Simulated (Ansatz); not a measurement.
Runs of Ansatz 0.2.0 on CuO. The structure is hexagonal, space group P-6m2 (No. 187). Conventional cell: a = 2.836 Å, b = 2.836 Å, c = 2.768 Å, α = 90.00°, β = 90.00°, γ = 120.00°. Cu (site symmetry -6m2) has 6 O at 2.14 Å as nearest neighbours. O (site symmetry -6m2) is surrounded by 6 Cu at 2.14 Å. Measurements of this composition are mostly on another form, of space group No. 15.

| task | level | U | cell | cutoff (eV) | hubbard projectors | double counting | points for each segment of the path | gap on the mesh (eV) | pressure (GPa) | relaxed volume (Å³/atom) |
| --- | --- | --- | --- | --- | --- | --- | --- | --- | --- | --- |
| relaxation of cell and atoms | r2SCAN | - | relaxed | 500 | - | - | - | none | 0.0 | 9.30 |
| relaxation of cell and atoms | RPBE+D3(BJ) | - | relaxed | 420 | - | - | - | none | 0.0 | (b) |
| relaxation of cell and atoms | r2SCAN+U | Cu d U = 5.3 eV | relaxed | 500 | ortho-atomic (the default) | fll (the default) | - | none | 0.0 | (a) |
| band structure | PBEsol | - | as given | 420 | - | - | 14 | none | -9.4 | - |
| density of states | LDA | - | as given | 420 | - | - | - | none | -16.3 | - |

Alike in all rows: potentials or basis Ansatz PAW; no spin polarisation; k mesh 11 × 11 × 10; smearing fermi-dirac 0.05 eV.

**Question.** Estimate the missing entries.

**Answer.** (a) 9.48; (b) 8.71.

Caveats: an odd number of electrons without spin polarisation forces a metal; a magnetic or distorted state may lie lower; the run has no spin polarisation, though such a crystal can be magnetic; the PAW data sets come from PBE, with cores solved anew for the run's functional, which leaves a small shift of forces and pressure; semilocal functionals often make such compounds metallic where correlation or magnetic order opens a gap, which also shifts bond lengths (some runs); the plane-wave basis is chosen anew once the cell has moved, so the energies of steps on either side of that aren't comparable (some runs); the potentials were made for another functional, which shifts forces and pressure (some runs).

A k mesh can miss the band edges.

A gap of «none» marks a metal or a gap under the smearing width.

Not every run made on this cell is shown here.
